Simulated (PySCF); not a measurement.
# SnSe (Fm-3m) in PySCF: settings compared

One crystal, SnSe, is run at these levels: HF, PBE0; tasks: atomic charges.

Everything below comes from runs of PySCF 2.14.0. Logs are shortened: lines on timing, memory, paths and dates and some standing lists are left out, and cuts for length are marked.

## (1) The structure

The structure is cubic, space group Fm-3m (No. 225). Conventional cell: a = 6.020 Å, b = 6.020 Å, c = 6.020 Å, α = 90.00°, β = 90.00°, γ = 90.00°. Around Sn (site symmetry m-3m) lie 6 Se at 3.01 Å. Se (site symmetry m-3m) has 6 Sn at 3.01 Å as nearest neighbours.

Measurements of this composition are mostly on another form, of space group No. 62.

## (2) Atomic charges, HF

Input file run.py:

```python
import json
import numpy as np
from pyscf.pbc import gto, scf, dft, df
from pyscf.pbc.tools import pyscf_ase
from ase.spacegroup import crystal

atoms = crystal(['Sn', 'Se'], [[0.0, 0.0, 0.0], [0.5, 0.0, 0.0]],
                spacegroup=225, setting=1, cellpar=[6.02, 6.02, 6.02, 90.0, 90.0, 90.0], primitive_cell=True)  # Fm-3m: Sn 4a, Se 4b
cell = pyscf_ase.cell_from_ase(atoms)
cell.basis = {'Se': 'DZVP-MOLOPT-HYB-GTH-q6', 'Sn': 'DZVP-MOLOPT-HYB-GTH-q4'}
cell.pseudo = {'Se': 'GTH-HYB-q6', 'Sn': 'GTH-HYB-q4'}
cell.ke_cutoff = 50  # hartree
cell.exp_to_discard = 0.02
cell.precision = 1e-08
cell.max_memory = 5040  # MB
cell.verbose = 4
cell.build()

res = {}
kpts = cell.make_kpts([2, 2, 2])
mf = scf.KRHF(cell, kpts, exxdiv='ewald')
mf = mf.density_fit()
mf.with_df._cderi = 'cderi.h5'  # three-centre integrals saved by an earlier run on this cell, basis and mesh
mf.conv_tol = 1e-07
mf.max_cycle = 60

mf.kernel()
res.update(converged=bool(mf.converged), e_tot=mf.e_tot, nelec=cell.nelectron, nao=cell.nao, mesh=list(map(int, cell.mesh)), a=cell.lattice_vectors().tolist(), coords=cell.atom_coords().tolist(),
           mo_energy=[np.real(x).tolist() for x in mf.mo_energy], mo_occ=[np.real(x).tolist() for x in mf.mo_occ])
res.update(kpts=cell.get_scaled_kpts(kpts).tolist())
res['parts'] = {k: float(np.real(v)) for k, v in mf.scf_summary.items() if np.isscalar(v)}
json.dump(res, open('results.json', 'w'))
if not mf.converged:
    raise SystemExit('SCF not converged')

print('levels (eV)')
for i, kp in enumerate(res['kpts'][:40]):
    print('k %7.4f %7.4f %7.4f  ' % tuple(kp), ' '.join('%.3f' % (x * 27.211386) for x in res['mo_energy'][i][:10]))

# Mulliken populations
dm, s = np.asarray(mf.make_rdm1()), np.asarray(mf.get_ovlp())
sites = cell.aoslice_by_atom()[:, 2:]
tot = np.einsum('kij,kji->i', dm, s).real / len(kpts)
res['mulliken'] = [cell.atom_charge(i) - tot[a0:a1].sum() for i, (a0, a1) in enumerate(sites)]
print('Mulliken charges', np.round(res['mulliken'], 5))
res['meta_lowdin'] = mf.mulliken_meta()[1].tolist()
res['done'] = True
json.dump(res, open('results.json', 'w'))
```

Potentials or basis: DZVP-MOLOPT-HYB/GTH-HYB (UZH) (potentials made for PBE0).

Started as:

```
$ OMP_NUM_THREADS=4 python -u run.py > log
```

Log:

```text
Discarded 0 diffused primitive functions, 0 contracted functions

PySCF version 2.14.0

[INPUT] verbose = 4
[INPUT] num. atoms = 2
[INPUT] num. electrons = 10
[INPUT] charge = 0
[INPUT] spin (= nelec alpha-beta = 2S) = 0
[INPUT] symmetry False subgroup None
[INPUT] Mole.unit = angstrom
[INPUT] Symbol           X                Y                Z      unit          X                Y                Z       unit  Magmom
[INPUT]  1 Sn     0.000000000000   0.000000000000   0.000000000000 AA    0.000000000000   0.000000000000   0.000000000000 Bohr   0.0
[INPUT]  2 Se     3.010000000000   3.010000000000   3.010000000000 AA    5.688075634941   5.688075634941   5.688075634941 Bohr   0.0

nuclear repulsion = -12.7776081483847
number of shells = 6
number of NR pGTOs = 72
number of NR cGTOs = 26
basis = {'Se': 'DZVP-MOLOPT-HYB-GTH-q6', 'Sn': 'DZVP-MOLOPT-HYB-GTH-q4'}
ecp = {}
lattice vectors  a1 [0.000000000, 5.688075635, 5.688075635]
                 a2 [5.688075635, 0.000000000, 5.688075635]
                 a3 [5.688075635, 5.688075635, 0.000000000]
dimension = 3
low_dim_ft_type = None
Cell volume = 368.066
exp_to_discard = 0.02
rcut = 31.876220693221004 (nimgs = [5 5 5])
precision = 1e-08
pseudo = {'Se': 'GTH-HYB-q6', 'Sn': 'GTH-HYB-q4'}
ke_cutoff = 50
    = [27 27 27] mesh (19683 PWs)

******** <class 'pyscf.pbc.scf.khf.KRHF'> ********
method = KRHF
initial guess = minao
damping factor = 0
level_shift factor = 0
DIIS = <class 'pyscf.scf.diis.CDIIS'>
diis_start_cycle = 1
diis_space = 8
diis_damp = 0
SCF conv_tol = 1e-07
SCF conv_tol_grad = None
SCF max_cycles = 60
direct_scf = True
direct_scf_tol = 1e-13

******** PBC SCF flags ********
N kpts = 8
Exchange divergence treatment (exxdiv) = ewald
    madelung (= occupied orbital energy shift) = 0.20151200372362071
    Total energy shift due to Ewald probe charge = -1/2 * Nelec*madelung = -1.00756001862
DF object = <pyscf.pbc.df.df.GDF object>
Set gradient conv threshold to 0.000316228

******** <class 'pyscf.pbc.df.rsdf_builder._RSNucBuilder'> ********
mesh = [13 13 13] (2197 PWs)
ke_cutoff = 10.98174919494726
omega = 0.41966392838713656
exclude_d_aux = False
exclude_dd_block = True
j2c_eig_always = False
has_long_range = True
init E= -11.3113745916439
  HOMO = 0.302039383368  LUMO = 0.333499693608  gap/eV = 0.85608
cycle= 1 E= -12.5538634012156  delta_E= -1.24  |g|= 0.611  |ddm|= 11.1
  HOMO = 0.163098894804  LUMO = 0.359750623412  gap/eV = 5.35117
cycle= 2 E= -12.5888737519891  delta_E= -0.035  |g|= 0.164  |ddm|= 1.66
  HOMO = 0.164892046682  LUMO = 0.376097869734  gap/eV = 5.74720
cycle= 3 E= -12.5912774330017  delta_E= -0.0024  |g|= 0.0386  |ddm|= 0.396
  HOMO = 0.164814392436  LUMO = 0.376018412981  gap/eV = 5.74715
cycle= 4 E= -12.5914609322391  delta_E= -0.000183  |g|= 0.00521  |ddm|= 0.136
  HOMO = 0.164825002556  LUMO = 0.375779168235  gap/eV = 5.74036
cycle= 5 E= -12.5914645782698  delta_E= -3.65e-06  |g|= 0.000652  |ddm|= 0.0271
  HOMO = 0.164791490513  LUMO = 0.375924744925  gap/eV = 5.74523
cycle= 6 E= -12.5914646423331  delta_E= -6.41e-08  |g|= 0.000144  |ddm|= 0.00443
  HOMO = 0.164792866445  LUMO = 0.375902638409  gap/eV = 5.74459
Extra cycle  E= -12.5914646511851  delta_E= -8.85e-09  |g|= 0.000115  |ddm|= 0.00166
converged SCF energy = -12.5914646511851
levels (eV)
k  0.0000  0.0000  0.0000   -15.200 -2.436 0.816 0.816 0.816 15.212 15.212 15.212 17.922 17.922
k  0.0000  0.0000  0.5000   -13.907 -6.960 1.055 1.055 4.484 10.229 11.085 11.085 21.215 24.872
k -0.0000  0.5000  0.0000   -13.907 -6.960 1.055 1.055 4.484 10.229 11.085 11.085 21.215 24.872
k  0.0000  0.5000  0.5000   -13.671 -3.386 -3.329 -0.965 -0.965 14.187 16.426 16.426 17.129 22.360
k  0.5000 -0.0000 -0.0000   -13.907 -6.960 1.055 1.055 4.484 10.229 11.085 11.085 21.215 24.872
k  0.5000  0.0000  0.5000   -13.671 -3.386 -3.329 -0.965 -0.965 14.187 16.426 16.426 17.129 22.360
k  0.5000  0.5000  0.0000   -13.671 -3.386 -3.329 -0.965 -0.965 14.187 16.426 16.426 17.129 22.360
k  0.5000  0.5000  0.5000   -13.907 -6.960 1.055 1.055 4.484 10.229 11.085 11.085 21.214 24.872
Mulliken charges [ 0.54979 -0.54979]
 ** Mulliken pop on meta-lowdin orthogonal AOs **
 ** Mulliken pop  **
pop of  0 Sn 5s           1.91770
pop of  0 Sn 6s           0.01352
pop of  0 Sn 5px          0.47689
pop of  0 Sn 5py          0.47689
pop of  0 Sn 5pz          0.47689
pop of  0 Sn 6px          0.35032
pop of  0 Sn 6py          0.35032
pop of  0 Sn 6pz          0.35032
pop of  0 Sn 5dxy         0.09927
pop of  0 Sn 5dyz         0.02374
pop of  0 Sn 5dz^2        0.09927
pop of  0 Sn 5dxz         0.02374
pop of  0 Sn 5dx2-y2      0.02374
pop of  1 Se 4s           1.87589
pop of  1 Se 5s           0.02082
pop of  1 Se 4px          0.89817
pop of  1 Se 4py          0.89817
pop of  1 Se 4pz          0.89817
pop of  1 Se 5px          0.23463
pop of  1 Se 5py          0.23463
pop of  1 Se 5pz          0.23463
pop of  1 Se 4dxy         0.00617
pop of  1 Se 4dyz         0.00617
pop of  1 Se 4dz^2        0.00189
pop of  1 Se 4dxz         0.00617
pop of  1 Se 4dx2-y2      0.00189
 ** Mulliken atomic charges  **
charge of    0Sn =     -0.68261
charge of    1Se =      0.68261
```

It took 4.2 s on 4 threads of Intel Xeon Platinum 8375C at 2.90GHz (Ice Lake), shared host; peak memory 0.22 GiB.

Results:

- Free energy: -342.6312 eV
- Band gap on the k mesh: 5.74 eV, direct
- Meta-löwdin charges: Sn -0.68; Se +0.68 e

Levels at points of the mesh, in eV from the valence-band top:
| k point | band 1 | band 2 | band 3 | band 4 | band 5 | band 6 | band 7 | band 8 | band 9 | band 10 |
| --- | --- | --- | --- | --- | --- | --- | --- | --- | --- | --- |
| (0.00, 0.00, 0.00) | -19.68 | -6.92 | -3.67 | -3.67 | -3.67 | 10.73 | 10.73 | 10.73 | 13.44 | 13.44 |
| (0.00, 0.00, 0.50) | -18.39 | -11.44 | -3.43 | -3.43 | 0.00 | 5.74 | 6.60 | 6.60 | 16.73 | 20.39 |
| (0.00, 0.50, 0.00) | -18.39 | -11.44 | -3.43 | -3.43 | 0.00 | 5.74 | 6.60 | 6.60 | 16.73 | 20.39 |
| (0.00, 0.50, 0.50) | -18.16 | -7.87 | -7.81 | -5.45 | -5.45 | 9.70 | 11.94 | 11.94 | 12.65 | 17.88 |
| (0.50, 0.00, 0.00) | -18.39 | -11.44 | -3.43 | -3.43 | 0.00 | 5.74 | 6.60 | 6.60 | 16.73 | 20.39 |
| (0.50, 0.00, 0.50) | -18.16 | -7.87 | -7.81 | -5.45 | -5.45 | 9.70 | 11.94 | 11.94 | 12.65 | 17.88 |
| (0.50, 0.50, 0.00) | -18.16 | -7.87 | -7.81 | -5.45 | -5.45 | 9.70 | 11.94 | 11.94 | 12.65 | 17.88 |
| (0.50, 0.50, 0.50) | -18.39 | -11.44 | -3.43 | -3.43 | 0.00 | 5.74 | 6.60 | 6.60 | 16.73 | 20.39 |

Caveat: the k mesh is coarse (spacing up to 0.90 Å⁻¹), so the values aren't converged, least of all with exact exchange; on so small a mesh gaps with full-range exact exchange can be off by tenths of an eV to over 1 eV; population charges move with the basis; spin-orbit coupling is left out, which moves the levels of the heavy elements; the basis of atomic orbitals isn't converged, which shifts pressures, moduli and gaps. A k mesh can miss the band edges.

## (3) Atomic charges, PBE0

run.py, as its differences from that of step 2:

```diff
@@ -20,5 +20,6 @@
 kpts = cell.make_kpts([2, 2, 2])
-mf = scf.KRHF(cell, kpts, exxdiv='ewald')
+mf = dft.KRKS(cell, kpts, xc='pbe0', exxdiv='ewald')
 mf = mf.density_fit()
 mf.with_df._cderi = 'cderi.h5'  # three-centre integrals saved by an earlier run on this cell, basis and mesh
+mf.grids = dft.gen_grid.UniformGrids(cell)
 mf.conv_tol = 1e-07
```

Potentials or basis: DZVP-MOLOPT-HYB/GTH-HYB (UZH) (potentials made for PBE0).

Started as:

```
$ OMP_NUM_THREADS=4 python -u run.py > log
```

Log:

```text
Discarded 0 diffused primitive functions, 0 contracted functions

PySCF version 2.14.0

[INPUT] verbose = 4
[INPUT] num. atoms = 2
[INPUT] num. electrons = 10
[INPUT] charge = 0
[INPUT] spin (= nelec alpha-beta = 2S) = 0
[INPUT] symmetry False subgroup None
[INPUT] Mole.unit = angstrom
[INPUT] Symbol           X                Y                Z      unit          X                Y                Z       unit  Magmom
[INPUT]  1 Sn     0.000000000000   0.000000000000   0.000000000000 AA    0.000000000000   0.000000000000   0.000000000000 Bohr   0.0
[INPUT]  2 Se     3.010000000000   3.010000000000   3.010000000000 AA    5.688075634941   5.688075634941   5.688075634941 Bohr   0.0

nuclear repulsion = -12.7776081483847
number of shells = 6
number of NR pGTOs = 72
number of NR cGTOs = 26
basis = {'Se': 'DZVP-MOLOPT-HYB-GTH-q6', 'Sn': 'DZVP-MOLOPT-HYB-GTH-q4'}
ecp = {}
lattice vectors  a1 [0.000000000, 5.688075635, 5.688075635]
                 a2 [5.688075635, 0.000000000, 5.688075635]
                 a3 [5.688075635, 5.688075635, 0.000000000]
dimension = 3
low_dim_ft_type = None
Cell volume = 368.066
exp_to_discard = 0.02
rcut = 31.876220693221004 (nimgs = [5 5 5])
precision = 1e-08
pseudo = {'Se': 'GTH-HYB-q6', 'Sn': 'GTH-HYB-q4'}
ke_cutoff = 50
    = [27 27 27] mesh (19683 PWs)

******** <class 'pyscf.pbc.dft.krks.KRKS'> ********
method = KRKS
initial guess = minao
damping factor = 0
level_shift factor = 0
DIIS = <class 'pyscf.scf.diis.CDIIS'>
diis_start_cycle = 1
diis_space = 8
diis_damp = 0
SCF conv_tol = 1e-07
SCF conv_tol_grad = None
SCF max_cycles = 60
direct_scf = True
direct_scf_tol = 1e-13

******** PBC SCF flags ********
N kpts = 8
Exchange divergence treatment (exxdiv) = ewald
    madelung (= occupied orbital energy shift) = 0.20151200372362071
    Total energy shift due to Ewald probe charge = -1/2 * Nelec*madelung = -1.00756001862
DF object = <pyscf.pbc.df.df.GDF object>
XC functionals = pbe0
small_rho_cutoff = 0
Uniform grid, mesh = [27 27 27]
Set gradient conv threshold to 0.000316228

******** <class 'pyscf.pbc.df.rsdf_builder._RSNucBuilder'> ********
mesh = [13 13 13] (2197 PWs)
ke_cutoff = 10.98174919494726
omega = 0.41966392838713656
exclude_d_aux = False
exclude_dd_block = True
j2c_eig_always = False
has_long_range = True
nelec by numeric integration = 9.999999999999956
init E= -11.8567423511155
  HOMO = 0.235801805544  LUMO = 0.269910539866  gap/eV = 0.92815
nelec by numeric integration = 9.999999999999993
cycle= 1 E= -12.8729139422533  delta_E= -1.02  |g|= 1.07  |ddm|= 11.2
  HOMO = 0.186728868833  LUMO = 0.232245228025  gap/eV = 1.23856
nelec by numeric integration = 9.999999999999979
cycle= 2 E= -12.9115189595667  delta_E= -0.0386  |g|= 0.811  |ddm|= 3.66
  HOMO = 0.187182475957  LUMO = 0.259347117681  gap/eV = 1.96370
nelec by numeric integration = 9.999999999999982
cycle= 3 E= -12.9519461871624  delta_E= -0.0404  |g|= 0.0203  |ddm|= 1.37
  HOMO = 0.186696041328  LUMO = 0.259873315864  gap/eV = 1.99126
nelec by numeric integration = 9.99999999999998
cycle= 4 E= -12.9519697594066  delta_E= -2.36e-05  |g|= 0.00076  |ddm|= 0.0452
  HOMO = 0.186775264866  LUMO = 0.259939054502  gap/eV = 1.99089
nelec by numeric integration = 9.999999999999982
cycle= 5 E= -12.951969807051  delta_E= -4.76e-08  |g|= 0.00011  |ddm|= 0.0038
  HOMO = 0.186774836293  LUMO = 0.259939957182  gap/eV = 1.99092
nelec by numeric integration = 9.99999999999998
Extra cycle  E= -12.9519698079922  delta_E= -9.41e-10  |g|= 6.18e-05  |ddm|= 0.000635
converged SCF energy = -12.9519698079922
levels (eV)
k  0.0000  0.0000  0.0000   -10.051 -0.432 2.711 2.711 2.711 11.062 11.062 11.062 13.729 13.729
k  0.0000  0.0000  0.5000   -8.992 -3.798 2.917 2.917 5.082 7.073 7.673 7.673 16.634 19.982
k -0.0000  0.5000  0.0000   -8.992 -3.798 2.917 2.917 5.082 7.073 7.673 7.673 16.634 19.982
k  0.0000  0.5000  0.5000   -8.761 -1.404 -0.925 1.119 1.119 10.468 12.196 12.196 12.879 17.671
k  0.5000 -0.0000 -0.0000   -8.992 -3.798 2.917 2.917 5.082 7.073 7.673 7.673 16.634 19.982
k  0.5000  0.0000  0.5000   -8.761 -1.404 -0.925 1.119 1.119 10.468 12.196 12.196 12.879 17.671
k  0.5000  0.5000  0.0000   -8.761 -1.404 -0.925 1.119 1.119 10.468 12.196 12.196 12.879 17.671
k  0.5000  0.5000  0.5000   -8.992 -3.798 2.917 2.917 5.082 7.073 7.673 7.673 16.634 19.982
Mulliken charges [ 0.37531 -0.37531]
 ** Mulliken pop on meta-lowdin orthogonal AOs **
 ** Mulliken pop  **
pop of  0 Sn 5s           1.93405
pop of  0 Sn 6s           0.01119
pop of  0 Sn 5px          0.47363
pop of  0 Sn 5py          0.47363
pop of  0 Sn 5pz          0.47363
pop of  0 Sn 6px          0.36564
pop of  0 Sn 6py          0.36564
pop of  0 Sn 6pz          0.36564
pop of  0 Sn 5dxy         0.09561
pop of  0 Sn 5dyz         0.02393
pop of  0 Sn 5dz^2        0.09561
pop of  0 Sn 5dxz         0.02393
pop of  0 Sn 5dx2-y2      0.02393
pop of  1 Se 4s           1.87314
pop of  1 Se 5s           0.02299
pop of  1 Se 4px          0.89031
pop of  1 Se 4py          0.89031
pop of  1 Se 4pz          0.89031
pop of  1 Se 5px          0.22780
pop of  1 Se 5py          0.22780
pop of  1 Se 5pz          0.22780
pop of  1 Se 4dxy         0.00667
pop of  1 Se 4dyz         0.00667
pop of  1 Se 4dz^2        0.00175
pop of  1 Se 4dxz         0.00667
pop of  1 Se 4dx2-y2      0.00175
 ** Mulliken atomic charges  **
charge of    0Sn =     -0.72605
charge of    1Se =      0.72605
```

It took 6.9 s on 4 threads of Intel Xeon Platinum 8375C at 2.90GHz (Ice Lake), shared host; peak memory 0.42 GiB.

Results:

```
Free energy            : -352.4411 eV
Band gap on the k mesh : 1.99 eV, direct
Meta-löwdin charges    : Sn -0.73; Se +0.73 e
```

Caveat: the k mesh is coarse (spacing up to 0.90 Å⁻¹), so the values aren't converged, least of all with exact exchange; on so small a mesh gaps with full-range exact exchange can be off by tenths of an eV to over 1 eV; population charges move with the basis; spin-orbit coupling is left out, which moves the levels of the heavy elements; the basis of atomic orbitals isn't converged, which shifts pressures, moduli and gaps. A k mesh can miss the band edges.
